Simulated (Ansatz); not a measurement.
# Migration of H in SnO2

The calculation used Ansatz 0.2.0, DFT PBE, scalar-relativistic, plane waves, PAW. (420 eV cutoff, 3×3×3 k-mesh, Gaussian smearing of 0.02 eV, no spin polarisation)

Host crystal, relaxed:

```
Sn O
1.0
     4.82719    0.00000    0.00000
     0.00000    4.82719    0.00000
     0.00000    0.00000    3.23815
Sn O
2 4
Direct
  0.50000 0.50000 0.50000
  0.00000 0.00000 0.00000
  0.19342 0.80658 0.50000
  0.80658 0.19342 0.50000
  0.30658 0.30658 0.00000
  0.69342 0.69342 0.00000
```

In a supercell of 12 host sites with charge -1, interstitial H hops to an equivalent place, moving 1.39 Å between the relaxed ends. Climbing-image nudged elastic band at fixed cell with images 0 (start) to 6 (end), the path measured over all atoms, converged to 0.05 eV/Å; the order of the saddle wasn't checked, and the small cell leaves errors of about a tenth of an eV. Zero-point motion and tunnelling, which matter for H, are left out.

Supercell rows in host cell vectors: 0 1 -1; 0 -1 -1; -1 0 1. H was set at (0.000, 0.500, 0.250) of the host cell.

At the relaxed start H has 1 Sn at 1.75 Å, 1 O at 2.01 Å, 2 O at 2.14 Å, 1 O at 2.19 Å.

(1) How high is the barrier, and where does the atom pass?

## Answers

(1) 0.27 eV at image 3, where H has 2 O at 2.15 Å, 2 Sn at 2.20 Å, 4 O at 2.41 Å.

Cost: 1 run of about 9.4 core-minutes, on Arm Neoverse V1 (shared hosts).